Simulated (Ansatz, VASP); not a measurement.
ZnSe in VASP and in Ansatz

Contents of INCAR:

```
SYSTEM = ZnSe
ALGO = Normal
EDIFF = 1E-6
ENCUT = 520
GGA = PE
ISIF = 2
ISMEAR = 0
LASPH = .TRUE.
LCHARG = .FALSE.
LREAL = .FALSE.
LWAVE = .FALSE.
NBANDS = 16
NELM = 60
PREC = Accurate
SIGMA = 0.02
```

KPOINTS

```
k-points
0
G
  8 8 8
  0 0 0
```

The input POSCAR:

```
ZnSe
1.0
    0.0000000000      2.7814597140      2.7814597140
    2.7814597140      0.0000000000      2.7814597140
    2.7814597140      2.7814597140      0.0000000000
Zn Se
1 1
Direct
    0.0000000000      0.0000000000      0.0000000000
    0.7500000000      0.7500000000      0.7500000000
```

Input for Ansatz:

```yaml
crystal:
  lattice:
    - [0.0, 2.781459714, 2.781459714]
    - [2.781459714, 0.0, 2.781459714]
    - [2.781459714, 2.781459714, 0.0]
  atoms:
    - { symbol: Zn, position: [0.0, 0.0, 0.0] }
    - { symbol: Se, position: [0.75, 0.75, 0.75] }
basis:
  ecutwfc: 420
kpoints:
  mp_grid: { grid: [8, 8, 8] }
hamiltonian:
  xc: pbe
scf:
  occupations: { method: gaussian, width: 0.02 }
output:
  forces: true
  stress: true
  eigenvalues: true
  populations: true
```

Alike in both runs: task single point; functional PBE; k mesh 8 × 8 × 8; occupations gaussian, width 0.02 eV; no spin polarisation.

```csv
,VASP,Ansatz
version,VASP 6.6.1,Ansatz 0.2.0
potentials or method,"VASP PAW PBE potentials, release 64 (Zn, Se)","scalar-relativistic, plane waves, PAW"
plane-wave cutoff (eV),520,420
valence electrons in the cell,18,28
```

```csv
,VASP,Ansatz,Ansatz less VASP
gap on the k mesh at the Fermi level (eV),1.52,1.52,-0.004
least direct gap on the mesh (eV),1.52,1.52,-0.004
pressure (GPa),6.6,6.3,-0.29
```

The two sets of potentials don't hold the same shells in valence.
